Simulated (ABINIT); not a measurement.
# Na2S (Fm-3m) in ABINIT: settings compared

Aim: see how the results for Na2S move with the level of theory and the settings. Levels: PBE, LDA. Tasks: relaxation of cell and atoms, single point.

Everything below comes from runs of ABINIT 10.8.3 (patched build). Logs are shortened: lines on timing, memory, paths and dates and some standing lists are left out, and cuts for length are marked. The log counts tension as positive stress, the text compression.

## Step 1: Starting point

It takes space group Fm-3m (No. 225, cubic). Conventional cell: a = 6.547 Å, b = 6.547 Å, c = 6.547 Å, α = 90.00°, β = 90.00°, γ = 90.00°. S (site symmetry m-3m) is surrounded by 8 Na at 2.83 Å. Around Na (site symmetry -43m) lie 4 S at 2.83 Å.

## Step 2: Relaxation of cell and atoms, PBE

run.abi

```
pp_dirpath "./"
pseudos "S.upf, Na.upf"

acell 4.6294280964 4.6294280964 4.6294280964 Angstrom
rprim
     0.0000000000     0.7071067812     0.7071067812
     0.7071067812     0.0000000000     0.7071067812
     0.7071067812     0.7071067812     0.0000000000
ntypat 2
znucl 16 11
natom 3
typat 1 2 2
chkprim 0
chksymtnons 0
tolsym 1.0e-6
xred
            0.0            0.0            0.0
            3/4            3/4            3/4
            1/4            1/4            1/4

ecut 44.0
ecutsm 0.5

kptopt 1
ngkpt 5 5 5
nshiftk 1
shiftk 0.0 0.0 0.0

ixc 11

nband 16
occopt 3
tsmear 0.00183747

nstep 80
tolvrs 1.0e-12

iomode 3
prteig 0
prtebands 0
prtwf 0
prtden 0

ionmov 2
optcell 2
ntime 50
tolmxf 2.0e-5
dilatmx 1.08
```

Potentials or basis: PseudoDojo NC SR PBE v0.5 standard.

On the command line:

```
abinit run.abi > log 2>&1
```

run.abo:

```text
.Version 10.8.3 of ABINIT
 Symmetries : space group Fm -3 m (#225); Bravais cF (face-center cubic)
================================================================================
 Values of the parameters that define the memory need of the present run
     intxc =       0    ionmov =       2      iscf =       7    lmnmax =       6
     lnmax =       6     mgfft =      60  mpssoang =       3    mqgrid =    3001
     natom =       3  nloc_mem =       1    nspden =       1   nspinor =       1
    nsppol =       1      nsym =      48    n1xccc =    2501    ntypat =       2
    occopt =       3   xclevel =       2
       mpw =        8347          nfft =      216000          nkpt =          10
================================================================================
================================================================================

--------------------------------------------------------------------------------
------------- Echo of variables that govern the present computation ------------
--------------------------------------------------------------------------------
 -outvars: echo values of preprocessed input variables --------
            acell      8.7483512218E+00  8.7483512218E+00  8.7483512218E+00 Bohr
              amu      3.20660000E+01  2.29897680E+01
          chkprim           0
      chksymtnons           0
          dilatmx      1.08000000E+00
             ecut      4.40000000E+01 Hartree
           ecutsm      5.00000000E-01 Hartree
           ionmov           2
              ixc          11
         kptrlatt        5    0    0      0    5    0      0    0    5
          kptrlen      4.37417561E+01
            natom           3
            nband          16
            ngfft          60      60      60
             nkpt          10
            nstep          80
             nsym          48
            ntime          50
           ntypat           2
           occopt           3
          optcell           2
           prtden           0
        prtebands           0
           prteig           0
            prtwf           0
            rprim      0.0000000000E+00  7.0710678120E-01  7.0710678120E-01
                       7.0710678120E-01  0.0000000000E+00  7.0710678120E-01
                       7.0710678120E-01  7.0710678120E-01  0.0000000000E+00
          spgroup         225
           tolmxf      2.00000000E-05
           tolsym      1.00000000E-06
           tolvrs      1.00000000E-12
           tsmear      1.83747000E-03 Hartree
            typat      1  2  2
           xangst      0.0000000000E+00  0.0000000000E+00  0.0000000000E+00
                       4.9102500001E+00  4.9102500001E+00  4.9102500001E+00
                       1.6367500000E+00  1.6367500000E+00  1.6367500000E+00
            xcart      0.0000000000E+00  0.0000000000E+00  0.0000000000E+00
                       9.2790277099E+00  9.2790277099E+00  9.2790277099E+00
                       3.0930092366E+00  3.0930092366E+00  3.0930092366E+00
             xred      0.0000000000E+00  0.0000000000E+00  0.0000000000E+00
                       7.5000000000E-01  7.5000000000E-01  7.5000000000E-01
                       2.5000000000E-01  2.5000000000E-01  2.5000000000E-01
            znucl       16.00000   11.00000

================================================================================

 chkinp: Checking input parameters for consistency.

================================================================================
== DATASET  1 ==================================================================

--- !DatasetInfo
iteration_state: {dtset: 1, }
dimensions: {natom: 3, nkpt: 10, mband: 16, nsppol: 1, nspinor: 1, nspden: 1, mpw: 8347, }
cutoff_energies: {ecut:  44.0, pawecutdg:  -1.0, }
electrons: {nelect:   2.40000000E+01, charge:   0.00000000E+00, occopt:   3.00000000E+00, tsmear:   1.83747000E-03, }
meta: {optdriver: 0, ionmov: 2, optcell: 2, iscf: 7, paral_kgb: 0, }
...

 Exchange-correlation functional for the present dataset will be:
  GGA: Perdew-Burke-Ernzerhof functional - ixc=11
  J.P.Perdew, K.Burke, M.Ernzerhof, PRL 77, 3865 (1996)

 Real(R)+Recip(G) space primitive vectors, cartesian coordinates (Bohr,Bohr^-1):
 R(1)=  0.0000000  6.1860185  6.1860185  G(1)= -0.0808274  0.0808274  0.0808274
 R(2)=  6.1860185  0.0000000  6.1860185  G(2)=  0.0808274 -0.0808274  0.0808274
 R(3)=  6.1860185  6.1860185  0.0000000  G(3)=  0.0808274  0.0808274 -0.0808274
 Unit cell volume ucvol=  4.7343857E+02 bohr^3
 Angles (23,13,12)=  6.00000000E+01  6.00000000E+01  6.00000000E+01 degrees

 getcut: wavevector=  0.0000  0.0000  0.0000  ngfft=  60  60  60
         ecut(hartree)=     51.322   => boxcut(ratio)=   2.12672

--- Pseudopotential description ------------------------------------------------
- pspini: atom type   1  psp file is ./S.upf
  16.00000   6.00000  220131                  znucl, zion, pspdat
12 -101130 2 -1 1148                          pspcod,pspxc,lmax,lloc,mmax
     nproj     2     2     2

- pspini: atom type   2  psp file is ./Na.upf
  11.00000   9.00000  171031                  znucl, zion, pspdat
12 -101130 1 -1 1992                          pspcod,pspxc,lmax,lloc,mmax
     nproj     2     2     0

   6.66323478E+02                                ecore*ucvol(ha*bohr**3)
--------------------------------------------------------------------------------

================================================================================

=== [ionmov= 2] Broyden-Fletcher-Goldfarb-Shanno method (forces)
================================================================================

--- Iteration: ( 1/50) Internal Cycle: (1/1)
--------------------------------------------------------------------------------

---SELF-CONSISTENT-FIELD CONVERGENCE--------------------------------------------

--- !BeginCycle
iteration_state: {dtset: 1, itime: 1, icycle: 1, }
solver: {iscf: 7, nstep: 80, nline: 4, wfoptalg: 0, }
tolerances: {tolvrs: 1.00E-12, }
...
[... 178 lines left out ...]
  3.50604846764894E-30  2.45423392735426E-30 -2.80483877411915E-30
 Scale of Primitive Cell (acell) [bohr]
  8.75120171242717E+00  8.75120171242717E+00  8.75120171242717E+00
 Real space primitive translations (rprimd) [bohr]
  0.00000000000000E+00  6.18803407438858E+00  6.18803407438858E+00
  6.18803407438858E+00  0.00000000000000E+00  6.18803407438858E+00
  6.18803407438858E+00  6.18803407438858E+00  0.00000000000000E+00
 Unitary Cell Volume (ucvol) [Bohr^3]=  4.73901501911916E+02
 Angles (23,13,12)= [degrees]
  6.00000000000000E+01  6.00000000000000E+01  6.00000000000000E+01
 Lengths [Bohr]
  8.75120171242717E+00  8.75120171242717E+00  8.75120171242717E+00
 Stress tensor in cartesian coordinates (strten) [Ha/bohr^3]
 -9.88602307717837E-06  0.00000000000000E+00  0.00000000000000E+00
  0.00000000000000E+00 -9.88602307717881E-06  0.00000000000000E+00
  0.00000000000000E+00  0.00000000000000E+00 -9.88602307717967E-06
 Total energy (etotal) [Ha]= -1.02550803384864E+02

 Difference of energy with previous step (new-old):
           Absolute (Ha)=-4.80181E-06
           Relative     =-4.68238E-08

--- Iteration: ( 3/50) Internal Cycle: (1/1)
--------------------------------------------------------------------------------

---SELF-CONSISTENT-FIELD CONVERGENCE--------------------------------------------

--- !BeginCycle
iteration_state: {dtset: 1, itime: 3, icycle: 1, }
solver: {iscf: 7, nstep: 80, nline: 4, wfoptalg: 0, }
tolerances: {tolvrs: 1.00E-12, }
...
[... 75 lines left out ...]
  7.01209693529788E-31 -7.36270178206278E-30  7.01209693529788E-31
 Scale of Primitive Cell (acell) [bohr]
  8.78042120669909E+00  8.78042120669909E+00  8.78042120669909E+00
 Real space primitive translations (rprimd) [bohr]
  0.00000000000000E+00  6.20869537693109E+00  6.20869537693109E+00
  6.20869537693109E+00  0.00000000000000E+00  6.20869537693109E+00
  6.20869537693109E+00  6.20869537693109E+00  0.00000000000000E+00
 Unitary Cell Volume (ucvol) [Bohr^3]=  4.78664315726670E+02
 Angles (23,13,12)= [degrees]
  6.00000000000000E+01  6.00000000000000E+01  6.00000000000000E+01
 Lengths [Bohr]
  8.78042120669909E+00  8.78042120669909E+00  8.78042120669909E+00
 Stress tensor in cartesian coordinates (strten) [Ha/bohr^3]
 -1.42076529289267E-07  0.00000000000000E+00  0.00000000000000E+00
  0.00000000000000E+00 -1.42076529288833E-07  0.00000000000000E+00
  0.00000000000000E+00  0.00000000000000E+00 -1.42076529287966E-07
 Total energy (etotal) [Ha]= -1.02550827055414E+02

 Difference of energy with previous step (new-old):
           Absolute (Ha)=-2.36706E-05
           Relative     =-2.30818E-07

 At Broyd/MD step   3, gradients are converged :
  max grad (force/stress) = 1.4208E-05 < tolmxf= 2.0000E-05 ha/bohr (free atoms)

================================================================================

 ----iterations are completed or convergence reached----

 Mean square residual over all n,k,spin=   23.962E-09; max=  38.339E-07
 reduced coordinates (array xred) for    3 atoms
      -0.000000000000     -0.000000000000      0.000000000000
       0.750000000000      0.750000000000      0.750000000000
       0.250000000000      0.250000000000      0.250000000000
 rms dE/dt=  3.4531E-30; max dE/dt=  5.2591E-30; dE/dt below (all hartree)
    1       0.000000000000      0.000000000000      0.000000000000
    2      -0.000000000000      0.000000000000     -0.000000000000
    3       0.000000000000     -0.000000000000      0.000000000000

 cartesian coordinates (angstrom) at end:
    1      0.00000000000000     0.00000000000000    -0.00000000000000
    2      4.92825015102274     4.92825015102274     4.92825015102274
    3      1.64275005034091     1.64275005034091     1.64275005034091

 cartesian forces (hartree/bohr) at end:
    1     -0.00000000000000    -0.00000000000000    -0.00000000000000
    2     -0.00000000000000     0.00000000000000    -0.00000000000000
    3      0.00000000000000    -0.00000000000000     0.00000000000000
 frms,max,avg= 5.0244525E-31 7.3410962E-31   0.000E+00  0.000E+00  0.000E+00 h/b

 cartesian forces (eV/Angstrom) at end:
    1     -0.00000000000000    -0.00000000000000    -0.00000000000000
    2     -0.00000000000000     0.00000000000000    -0.00000000000000
    3      0.00000000000000    -0.00000000000000     0.00000000000000
 frms,max,avg= 2.5836773E-29 3.7749434E-29   0.000E+00  0.000E+00  0.000E+00 e/A
 length scales=  8.780421206699  8.780421206699  8.780421206699 bohr
              =  4.646398801562  4.646398801562  4.646398801562 angstroms
 Fermi (or HOMO) energy (hartree) =   0.05895   Average Vxc (hartree)=  -0.28510
 Eigenvalues (hartree) for nkpt=  10  k points:
 kpt#   1, nband= 16, wtk=  0.00800, kpt=  0.0000  0.0000  0.0000 (reduced coord)
  -1.83845   -1.83805   -0.80798   -0.80798   -0.80798   -0.80611   -0.80611   -0.80611
  -0.36026    0.01172    0.01172    0.01172    0.10136    0.29396    0.29396    0.29396
      occupation numbers for kpt#   1
   2.00000    2.00000    2.00000    2.00000    2.00000    2.00000    2.00000    2.00000
   2.00000    2.00000    2.00000    2.00000    0.00000    0.00000    0.00000    0.00000
 prteigrs : prtvol=0 or 1, do not print more k-points.

--- !EnergyTerms
iteration_state     : {dtset: 1, itime: 3, icycle: 1, }
comment             : Components of total free energy in Hartree
kinetic             :  5.96067256269608E+01
hartree             :  3.94967513170704E+01
xc                  : -1.69635626192905E+01
Ewald energy        : -5.06369499226209E+01
psp_core            :  1.39204752812936E+00
local_psp           : -1.07282113775805E+02
non_local_psp       : -2.81637252098585E+01
internal            : -1.02550827055414E+02
'-kT*entropy'       : -1.38524329638346E-13
total_energy        : -1.02550827055414E+02
total_energy_eV     : -2.79055016484967E+03
band_energy         : -1.78168478359710E+01
...

 Cartesian components of stress tensor (hartree/bohr^3)
  sigma(1 1)= -1.42076529E-07  sigma(3 2)=  0.00000000E+00
  sigma(2 2)= -1.42076529E-07  sigma(3 1)=  0.00000000E+00
  sigma(3 3)= -1.42076529E-07  sigma(2 1)=  0.00000000E+00

-Cartesian components of stress tensor (GPa)         [Pressure=  4.1800E-03 GPa]
- sigma(1 1)= -4.18003581E-03  sigma(3 2)=  0.00000000E+00
- sigma(2 2)= -4.18003581E-03  sigma(3 1)=  0.00000000E+00
- sigma(3 3)= -4.18003581E-03  sigma(2 1)=  0.00000000E+00

== END DATASET(S) ==============================================================
================================================================================

 -outvars: echo values of variables after computation  --------
            acell      8.7804212067E+00  8.7804212067E+00  8.7804212067E+00 Bohr
           etotal     -1.0255082706E+02
            fcart     -8.4704956230E-32 -2.8234985410E-32 -8.4704956230E-32
                      -5.0822973738E-31  7.3410962066E-31 -5.0822973738E-31
                       5.9293469361E-31 -7.0587463525E-31  5.9293469361E-31
            rprim      0.0000000000E+00  7.0710678119E-01  7.0710678119E-01
                       7.0710678119E-01  0.0000000000E+00  7.0710678119E-01
                       7.0710678119E-01  7.0710678119E-01  0.0000000000E+00
           strten     -1.4207652929E-07 -1.4207652929E-07 -1.4207652929E-07
                       0.0000000000E+00  0.0000000000E+00  0.0000000000E+00
           xangst      1.9078356195E-30  5.9080588460E-31 -4.1581139248E-30
                       4.9282501510E+00  4.9282501510E+00  4.9282501510E+00
                       1.6427500503E+00  1.6427500503E+00  1.6427500503E+00
             xred     -8.3322835062E-31 -4.3236708306E-31  1.0130505593E-30
                       7.5000000000E-01  7.5000000000E-01  7.5000000000E-01
                       2.5000000000E-01  2.5000000000E-01  2.5000000000E-01
 Calculation completed.
```

Run time: 2 min. Hardware: 1 thread of Arm Neoverse V2, shared host; peak memory 0.15 GiB.

What came out:

* Free energy: -2790.5502 eV
* Relaxed volume: 23.64 Å³/atom
* Relaxed cell: a = 4.646 Å, b = 4.646 Å, c = 4.646 Å, α = 60.00°, β = 60.00°, γ = 60.00°
* Space group after relaxing (to 0.05 Å): Fm-3m (No. 225)
* Energy gained by relaxing: 0.3 meV/atom
* Ionic steps: 3
* Pressure after relaxing: 0.0 GPa
* Band gap on the k mesh: 2.44 eV, direct

The path:
```
step  energy change (eV)  largest force (eV/Å)  pressure (GPa)  volume (Å³)
   1              0.0000                0.0000            0.32        70.16
   2             -0.0001                0.0000            0.29        70.22
   3             -0.0008                0.0000            0.00        70.93
```

Final structure:
```yaml
crystal:
  lattice:
    - [0.00000, 3.28550, 3.28550]
    - [3.28550, 0.00000, 3.28550]
    - [3.28550, 3.28550, 0.00000]
  atoms:
    - { symbol: S, position: [0.00000, 0.00000, 0.00000] }
    - { symbol: Na, position: [0.75000, 0.75000, 0.75000] }
    - { symbol: Na, position: [0.25000, 0.25000, 0.25000] }
```

Caveat: an odd mesh through Γ misses points on the zone boundary, where band edges often lie.

## Step 3: Single point, PBE (cell relaxed)

run.abi

```
# Pseudopotentials
pp_dirpath "./"
pseudos "S.upf, Na.upf"

# Structure
acell 3*1.0
rprim
     0.0000000000     6.2086953714     6.2086953714
     6.2086953714     0.0000000000     6.2086953714
     6.2086953714     6.2086953714     0.0000000000
ntypat 2
znucl 16 11
natom 3
typat 1 2 2
xred
     0.0000000000     0.0000000000     0.0000000000
     0.7500000000     0.7500000000     0.7500000000
     0.2500000000     0.2500000000     0.2500000000
chkprim 0
chksymtnons 0
tolsym 1.0e-6

# Plane-wave basis
ecut 44.0

# k points
kptopt 1
ngkpt 5 5 5
nshiftk 1
shiftk 0.0 0.0 0.0

# Exchange and correlation
ixc 11

# Bands and occupations
nband 16
occopt 3
tsmear 0.05 eV

# SCF cycle
nstep 100
tolvrs 1.0e-10

# Output
iomode 3
prtwf 0
prtden 0
prteig 0
prtebands 0
enunit 1
```

Potentials or basis: PseudoDojo NC SR PBE v0.5 standard.

On the command line:

```
abinit run.abi > log 2>&1
```

Run time: 30 s. Hardware: 1 thread of Arm Neoverse V2, shared host; peak memory 0.12 GiB.

It converged, with:

```
Free energy                                           : -2790.5496 eV
Pressure                                              : 0.0 GPa
Band gap on the k mesh                                : 2.44 eV, direct
Valence electrons inside the program's atomic spheres : S 3.89; Na 7.95
```

Levels at points of the mesh, in eV from the valence-band top:
| k point | band 9 | band 10 | band 11 | band 12 | band 13 | band 14 | band 15 | band 16 |
| --- | --- | --- | --- | --- | --- | --- | --- | --- |
| (0.00, 0.00, 0.00) | -10.12 | 0.00 | 0.00 | 0.00 | 2.44 | 7.68 | 7.68 | 7.68 |

## Step 4: Single point, LDA

run.abi

```
# Pseudopotentials
pp_dirpath "./"
pseudos "S.hgh, Na.hgh"

# Structure
acell 3*1.0 Angstrom
rprim
     0.0000000000     3.2735000000     3.2735000000
     3.2735000000     0.0000000000     3.2735000000
     3.2735000000     3.2735000000     0.0000000000
ntypat 2
znucl 16 11
natom 3
typat 1 2 2
xred
     0.0000000000     0.0000000000     0.0000000000
     0.7500000000     0.7500000000     0.7500000000
     0.2500000000     0.2500000000     0.2500000000

# Plane-wave basis
ecut 598.650497 eV

# k points
kptopt 1
ngkpt 5 5 5
nshiftk 1
shiftk 0.0 0.0 0.0

# Exchange and correlation
ixc 7

# Bands and occupations
nband 8
occopt 3
tsmear 0.00183747

# SCF cycle
nstep 100
tolvrs 1.0e-10

# Output
iomode 3
prtwf 0
prtden 0
prteig 0
prtebands 0
```

Potentials or basis: HGH LDA.

On the command line:

```
abinit run.abi > log 2>&1
```

It took 4.8 s on 1 thread of Arm Neoverse V2, shared host; peak memory 0.06 GiB.

Results (log left out):

| Item | Value |
| --- | --- |
| Free energy | -294.9874 eV |
| Band gap on the k mesh | 2.21 eV, direct |
| Valence electrons inside the program's atomic spheres | S 3.86; Na 0.09 |

Levels at points of the mesh, in eV from the valence-band top:
```
           k point  band 1  band 2  band 3  band 4  band 5  band 6  band 7  band 8
(0.00, 0.00, 0.00)  -10.14    0.00    0.00    0.00    2.21    7.41    7.41    7.41
```

Caveat: the cutoff is too short for stress, so the log's stress isn't used; HGH potentials are hard and often keep d shells in the core, so these values are rough.
